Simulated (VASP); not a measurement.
# AlAs (F-43m) in VASP: further runs

AlAs is run at these levels: PBE; tasks: single point.

Everything below comes from runs of VASP 6.6.1. Logs are shortened: lines on timing, memory, paths and dates and some standing lists are left out, and cuts for length are marked.

**The experiment to reproduce.**

From a printed reference work, data compilation, for a bulk crystal of AlAs at 4 K: band gap 2.229 ± 0.001 eV (an exciton energy, a little under the gap).

The results are compared with them further down.

### Step 1. The cell of the first run

It takes space group F-43m (No. 216, cubic). Conventional cell: a = 5.808 Å, b = 5.808 Å, c = 5.808 Å, α = 90.00°, β = 90.00°, γ = 90.00°. Al (site symmetry -43m) has 4 As at 2.51 Å within 3.3 Å. As (site symmetry -43m) has 4 Al at 2.51 Å within 3.3 Å.

### Step 2. Single point, PBE

INCAR reads:

```
SYSTEM = AlAs
ALGO = Normal ; EDIFF = 1E-6
ENCUT = 500 ; GGA = PE
GGA_COMPAT = .FALSE. ; ISIF = 2
ISMEAR = 0 ; LASPH = .TRUE.
LCHARG = .FALSE. ; LREAL = .FALSE.
LWAVE = .FALSE. ; NBANDS = 11
NELM = 120 ; PREC = Accurate
SIGMA = 0.01
```

KPOINTS reads:

```
k-points
0
G
  6 6 6
  0 0 0
```

POSCAR reads:

```
AlAs
1.0
    0.0000000000      2.9039495517      2.9039495517
    2.9039495517      0.0000000000      2.9039495517
    2.9039495517      2.9039495517      0.0000000000
Al As
1 1
Direct
    0.0000000000      0.0000000000      0.0000000000
    0.2500000000      0.2500000000      0.2500000000
```

Potentials or basis: VASP PAW PBE potentials, release 64 (Al, As).

On the command line:

```console
$ cat potpaw_PBE.64/Al/POTCAR potpaw_PBE.64/As/POTCAR > POTCAR
$ mpirun -np 1 vasp_std > vasp.out
```

OUTCAR:

```text
SYSTEM = AlAs
   EDIFF = 1E-6
   ENCUT = 500
   GGA = PE
   ISIF = 2
   ISMEAR = 0
   LASPH = .TRUE.
   LREAL = .FALSE.
   NELM = 120
   PREC = Accurate

 ion  position               nearest neighbor table
   1  0.000  0.000  0.000-   2 2.51   2 2.51   2 2.51   2 2.51
   2  0.250  0.250  0.250-   1 2.51   1 2.51   1 2.51   1 2.51

  LATTYP: Found a face centered cubic cell.
 ALAT       =     5.8078991034

  Lattice vectors:

 A1 = (   0.0000000000,   2.9039495517,   2.9039495517)
 A2 = (   2.9039495517,   0.0000000000,   2.9039495517)
 A3 = (   2.9039495517,   2.9039495517,   0.0000000000)

Analysis of symmetry for initial positions (statically):
=====================================================================
 Subroutine PRICEL returns:
 Original cell was already a primitive cell.

 Routine SETGRP: Setting up the symmetry group for a
 face centered cubic supercell.

 Subroutine GETGRP returns: Found 24 space group operations
 (whereof 24 operations were pure point group operations)
 out of a pool of 48 trial point group operations.

The static configuration has the point symmetry T_d .

Analysis of symmetry for dynamics (positions and initial velocities):
=====================================================================
 Subroutine PRICEL returns:
 Original cell was already a primitive cell.

 Routine SETGRP: Setting up the symmetry group for a
 face centered cubic supercell.

 Subroutine GETGRP returns: Found 24 space group operations
 (whereof 24 operations were pure point group operations)
 out of a pool of 48 trial point group operations.

The dynamic configuration has the point symmetry T_d .

 Subroutine INISYM returns: Found 24 space group operations
 (whereof 24 operations are pure point group operations),
 and found     1 'primitive' translations

----------------------------------------------------------------------------------------

                                     Primitive cell

  volume of cell :      48.9776

  direct lattice vectors                    reciprocal lattice vectors
     0.000000000  2.903949552  2.903949552    -0.172179300  0.172179300  0.172179300
     2.903949552  0.000000000  2.903949552     0.172179300 -0.172179300  0.172179300
     2.903949552  2.903949552  0.000000000     0.172179300  0.172179300 -0.172179300

  length of vectors
     4.106804840  4.106804840  4.106804840     0.298223295  0.298223295  0.298223295

  position of ions in fractional coordinates (direct lattice)
     0.000000000  0.000000000  0.000000000
     0.250000000  0.250000000  0.250000000

  ion indices of the primitive-cell ions
   primitive index   ion index
                 1           1
                 2           2

----------------------------------------------------------------------------------------

 KPOINTS: k-points

Automatic generation of k-mesh.
 Grid dimensions read from file:
 generate k-points for:    6    6    6

 Generating k-lattice:

  Cartesian coordinates                     Fractional coordinates (reciprocal lattice)
    -0.028696550  0.028696550  0.028696550     0.166666667  0.000000000  0.000000000
     0.028696550 -0.028696550  0.028696550     0.000000000  0.166666667  0.000000000
     0.028696550  0.028696550 -0.028696550     0.000000000  0.000000000  0.166666667

  Length of vectors
     0.049703882  0.049703882  0.049703882

  Shift w.r.t. Gamma in fractional coordinates (k-lattice)
     0.000000000  0.000000000  0.000000000

 Subroutine IBZKPT returns following result:
 ===========================================

 Found     16 irreducible k-points:

 Following reciprocal coordinates:
            Coordinates               Weight
  0.000000  0.000000  0.000000      1.000000
  0.166667  0.000000  0.000000      8.000000
  0.333333  0.000000  0.000000      8.000000
  0.500000  0.000000  0.000000      4.000000
  0.166667  0.166667  0.000000      6.000000
  0.333333  0.166667  0.000000     24.000000
[... 8 lines left out ...]
 -0.333333  0.333333  0.166667     24.000000
 -0.333333  0.500000  0.166667     12.000000
   k-points           NKPTS =     16   k-points in BZ     NKDIM =     16   number of bands    NBANDS=     11
   number of dos      NEDOS =    301   number of ions     NIONS =      2
   total plane-waves  NPLWV =  27000
   dimension x,y,z NGX =    30 NGY =   30 NGZ =   30
   dimension x,y,z NGXF=    60 NGYF=   60 NGZF=   60
   ions per type =               1   1
   NGX,Y,Z   is equivalent  to a cutoff of  12.14, 12.14, 12.14 a.u.
   NGXF,Y,Z  is equivalent  to a cutoff of  24.29, 24.29, 24.29 a.u.
 SYSTEM =  AlAs
   PREC   = accura    normal or accurate (medium, high low for compatibility)
   ISTART =      0    job   : 0-new  1-cont  2-samecut
   ICHARG =      2    charge: 1-file 2-atom 10-const
   ISPIN  =      1    spin polarized calculation?
   LNONCOLLINEAR =      F non collinear calculations
   LSORBIT =      F    spin-orbit coupling
   LASPH  =      T    aspherical Exc in radial PAW
   ENCUT  =  500.0 eV  36.75 Ry    6.06 a.u.   7.49  7.49  7.49*2*pi/ulx,y,z
   NELM   =    120;   NELMIN=  2; NELMDL= -5     # of ELM steps
   EDIFF  = 0.1E-05   stopping-criterion for ELM
   LREAL  =      F    real-space projection
   EDIFFG = 0.1E-04   stopping-criterion for IOM
   NSW    =      0    number of steps for IOM
   IBRION =     -1    ionic relax: 0-MD 1-quasi-New 2-CG
   NFREE  =      0    steps in history (QN), initial steepest desc. (CG)
   ISIF   =      2    stress and relaxation
   ISYM   =      2    0-nonsym 1-usesym 2-fastsym
   POTIM  = 0.5000    time-step for ionic-motion
   TEBEG  =    0.0;   TEEND  =   0.0 temperature during run
   PSTRESS=    0.0 pullay stress
   NELECT =       8.0000    total number of electrons
   NUPDOWN=      -1.0000    fix difference up-down
   EMIN   =  10.00;   EMAX   =-10.00  energy-range for DOS
   EFERMI =   0.00;   METHOD = LEGACY
   ISMEAR =     0;   SIGMA  =   0.01  broadening in eV -4-tet -1-fermi 0-gaus
   EFERMI_NEDOS =   21; number of points for ismear=-14 and -15
   IALGO  =     38    algorithm
   IMIX   =      4    mixing-type and parameters
     AMIX     =   0.40;   BMIX     =  1.00
     AMIX_MAG =   1.60;   BMIX_MAG =  1.00
  volume/ion in A,a.u.               =      24.49       165.26
  Fermi-wavevector in a.u.,A,eV,Ry     =   0.894896  1.691108 10.896067  0.800838
  Thomas-Fermi vector in A             =   2.017159
   LORBIT       =      0    0 simple, 1 ext, 2 COOP (PROOUT), +10 PAW based schemes
   GGA     = PE    functional components
   LHFCALC =     F    Hartree Fock is set to
   AEXX    =    0.0000 exact exchange contribution
   IVDW    =     0    specifies the selected vdW correction
   LEPSILON=     F    determine dielectric tensor
   LRPA    =     F    only Hartree local field effects (RPA)
 non-spin polarized calculation
 Gauss-broadening in eV      SIGMA  =   0.01
  energy-cutoff  :      500.00
  volume of cell :       48.98
 maximum number of plane-waves:      1267
 NGX is ok and might be reduce to    30
   NGX = 15   NGY = 15   NGZ = 15

 number of electron       8.0000000 magnetization

 Free energy of the ion-electron system (eV)
  ---------------------------------------------------
  ext. energy  EPLUGINS =         0.00000000
  ---------------------------------------------------
  free energy    TOTEN  =        -9.36318663 eV

  energy without entropy =       -9.36318663  energy(sigma->0) =       -9.36318663

 E-fermi :   3.3540     XC(G=0):  -8.7424

 val. band max:        3.2638843771   @ k =   0.0000   0.0000   0.0000
 cond. band min:       4.7261139088   @ k =   0.0000   0.0000   0.0000
 fundamental gap:      1.4622295317
 Fermi energy:         3.3539713615

 k-point     1 :       0.0000    0.0000    0.0000
  band No.  band energies     occupation
      1      -8.1889      2.00000
      2       3.2639      2.00000
      3       3.2639      2.00000
      4       3.2639      2.00000
      5       4.7261      0.00000
      6       7.4166      0.00000
      7       7.4166      0.00000
      8       7.4166      0.00000
      9      11.7307      0.00000
     10      12.1215      0.00000
     11      12.1215      0.00000

 k-point     2 :       0.1667    0.0000    0.0000
  band No.  band energies     occupation
      1      -7.9472      2.00000
      2       1.2035      2.00000
      3       3.0198      2.00000
      4       3.0198      2.00000
      5       5.6838      0.00000
      6       7.8265      0.00000
      7       7.8265      0.00000
      8       8.1313      0.00000
      9      11.3943      0.00000
     10      11.3943      0.00000
     11      12.6733      0.00000

 k-point     3 :       0.3333    0.0000    0.0000
  band No.  band energies     occupation
      1      -7.3451      2.00000
      2      -1.0110      2.00000
      3       2.6442      2.00000
      4       2.6442      2.00000
      5       5.3348      0.00000
      6       8.0178      0.00000
      7       8.0178      0.00000
      8      10.3769      0.00000
      9      12.1060      0.00000
     10      12.1060      0.00000
     11      12.2933      0.00000

 k-point     4 :       0.5000    0.0000    0.0000
  band No.  band energies     occupation
      1      -6.9388      2.00000
      2      -1.9841      2.00000
      3       2.4916      2.00000
      4       2.4916      2.00000
      5       5.1228      0.00000
      6       7.8789      0.00000
      7       7.8789      0.00000
      8      10.8570      0.00000
      9      13.8431      0.00000
     10      14.4603      0.00000
     11      14.4603      0.00000

 k-point     5 :       0.1667    0.1667    0.0000
  band No.  band energies     occupation
      1      -7.8654      2.00000
      2       1.2338      2.00000
      3       2.5471      2.00000
      4       2.5471      2.00000
      5       6.4596      0.00000
      6       6.7190      0.00000
      7       8.6451      0.00000
      8       8.6451      0.00000
      9      10.1058      0.00000
     10      12.5856      0.00000
     11      13.4357      0.00000
[... 99 lines left out ...]
 k-point    13 :       0.5000    0.5000    0.0000
  band No.  band energies     occupation
      1      -6.4588      2.00000
      2      -1.9142      2.00000
      3       1.2562      2.00000
      4       1.2562      2.00000
      5       4.8200      0.00000
      6       5.5411      0.00000
      7      13.0013      0.00000
      8      13.0013      0.00000
      9      14.2284      0.00000
     10      15.3980      0.00000
     11      15.3980      0.00000

 k-point    14 :       0.5000    0.3333    0.1667
  band No.  band energies     occupation
      1      -6.8841      2.00000
      2      -1.2017      2.00000
      3       0.7642      2.00000
      4       1.7512      2.00000
      5       6.8736      0.00000
      6       7.5082      0.00000
      7       8.3014      0.00000
      8      10.8093      0.00000
      9      12.1290      0.00000
     10      13.5508      0.00000
     11      15.7319      0.00000

 k-point    15 :      -0.3333    0.3333    0.1667
  band No.  band energies     occupation
      1      -6.5783      2.00000
      2      -1.6323      2.00000
      3       0.3454      2.00000
      4       1.4093      2.00000
      5       7.0970      0.00000
      6       7.6712      0.00000
      7       9.6138      0.00000
      8      10.4349      0.00000
      9      11.2523      0.00000
     10      14.2940      0.00000
     11      15.4568      0.00000

 k-point    16 :      -0.3333    0.5000    0.1667
  band No.  band energies     occupation
      1      -6.4404      2.00000
      2      -1.7135      2.00000
      3       0.5788      2.00000
      4       0.8060      2.00000
      5       6.4311      0.00000
      6       7.2197      0.00000
      7      10.0601      0.00000
      8      10.7297      0.00000
      9      13.3217      0.00000
     10      14.9847      0.00000
     11      15.3071      0.00000

------------------------ aborting loop because EDIFF is reached ----------------------------------------

  FORCE on cell =-STRESS in cart. coord.  units (eV):
  Direction    XX          YY          ZZ          XY          YZ          ZX
  --------------------------------------------------------------------------------------
  -------------------------------------------------------------------------------------
  Total       -0.7367277     -0.7367277     -0.7367277      0.0000000      0.0000000      0.0000000
  in kB      -24.1001861    -24.1001861    -24.1001861      0.0000000      0.0000000      0.0000000
  external PRESSURE =     -24.1001861 kB  Pullay stress =       0.0000000 kB

 VOLUME and BASIS-vectors are now :
 -----------------------------------------------------------------------------
  energy-cutoff  :      500.00
  volume of cell :       48.98
      direct lattice vectors                 reciprocal lattice vectors
     0.000000000  2.903949552  2.903949552    -0.172179300  0.172179300  0.172179300
     2.903949552  0.000000000  2.903949552     0.172179300 -0.172179300  0.172179300
     2.903949552  2.903949552  0.000000000     0.172179300  0.172179300 -0.172179300

 POSITION                                       TOTAL-FORCE (eV/Angst)
 -----------------------------------------------------------------------------------
      0.00000      0.00000      0.00000         0.000000      0.000000      0.000000
      1.45197      1.45197      1.45197        -0.000000     -0.000000     -0.000000
 -----------------------------------------------------------------------------------
    total drift:                                0.000000      0.000000      0.000000

  FREE ENERGIE OF THE ION-ELECTRON SYSTEM (eV)
  ---------------------------------------------------
  free  energy   TOTEN  =        -9.3631866340 eV

  energy  without entropy=       -9.3631866340  energy(sigma->0) =       -9.36318663
```

Wall time 5 s (1 thread of AMD EPYC 9R45 (Zen 5), shared host); peak memory 0.13 GiB.

What came out:

```yaml
Free_energy: -9.3632 eV
Pressure: -2.4 GPa
Band_gap_on_the_k_mesh: 1.46 eV, direct
```

Levels at points of the mesh, in eV from the valence-band top:
```
           k point  band 1  band 2  band 3  band 4  band 5  band 6  band 7  band 8  band 9
(0.00, 0.00, 0.00)  -11.45    0.00    0.00    0.00    1.46    4.15    4.15    4.15    8.47
(0.50, 0.00, 0.00)  -10.20   -5.25   -0.77   -0.77    1.86    4.62    4.62    7.59   10.58
(0.50, 0.50, 0.00)   -9.72   -5.18   -2.01   -2.01    1.56    2.28    9.74    9.74   10.96
```

### Step 3. Single point, PBE

This run uses another cell than the first one, of 25.40 Å³/atom, 1.037 times its volume.

INCAR reads:

```
SYSTEM = AlAs
  PREC = Accurate
  ENCUT = 500
  EDIFF = 1E-6
  ISMEAR = 0
  SIGMA = 0.01
  LREAL = .False.
  LASPH = .True.
  NELM = 120
  ALGO = Normal
  ISIF = 2
  LWAVE = .False.
  LCHARG = .False.
  GGA = PE
  NBANDS = 11
  GGA_COMPAT = .False.
```

KPOINTS reads:

```
regular mesh
0
Gamma
  6 6 6
  0 0 0
```

POSCAR reads:

```
AlAs
1.0
    0.0000000000      2.9393670612      2.9393670612
    2.9393670612      0.0000000000      2.9393670612
    2.9393670612      2.9393670612      0.0000000000
Al As
1 1
Direct
    0.0000000000      0.0000000000      0.0000000000
    0.2500000000      0.2500000000      0.2500000000
```

Potentials or basis: VASP PAW PBE potentials, release 64 (Al, As).

On the command line:

```console
$ cat potpaw_PBE.64/Al/POTCAR potpaw_PBE.64/As/POTCAR > POTCAR
$ mpirun -np 1 vasp_std > vasp.out
```

Wall time 4.8 s (1 thread of AMD EPYC 9R45 (Zen 5), shared host); peak memory 0.13 GiB.

It converged, with:

```yaml
Free_energy: -9.3248 eV
Pressure: -4.3 GPa
Band_gap_on_the_k_mesh: 1.19 eV, direct
```

Levels at points of the mesh, in eV from the valence-band top:
| k point | band 2 | band 3 | band 4 | band 5 | band 6 | band 7 |
| --- | --- | --- | --- | --- | --- | --- |
| (0.00, 0.00, 0.00) | 0.00 | 0.00 | 0.00 | 1.19 | 4.09 | 4.09 |
| (0.50, 0.00, 0.00) | -5.10 | -0.75 | -0.75 | 1.73 | 4.58 | 4.58 |
| (0.50, 0.50, 0.00) | -5.06 | -1.93 | -1.93 | 1.61 | 2.27 | 9.46 |

A k mesh can miss the band edges. A hybrid or GW would open this gap; PBE tends to underestimate it.

### Step 4. How close it comes

Step 2. Against the measured gap of AlAs, 2.229 eV (an exciton energy, a little under the gap; 4 K; a printed reference work, data compilation), the calculated 1.46 eV is off by -0.77 eV. Spin-orbit coupling on As is left out. The value is that of PBE on a finite k mesh, which can miss the band edges, without temperature or zero-point motion. Semilocal functionals fall short of measured gaps as a rule.
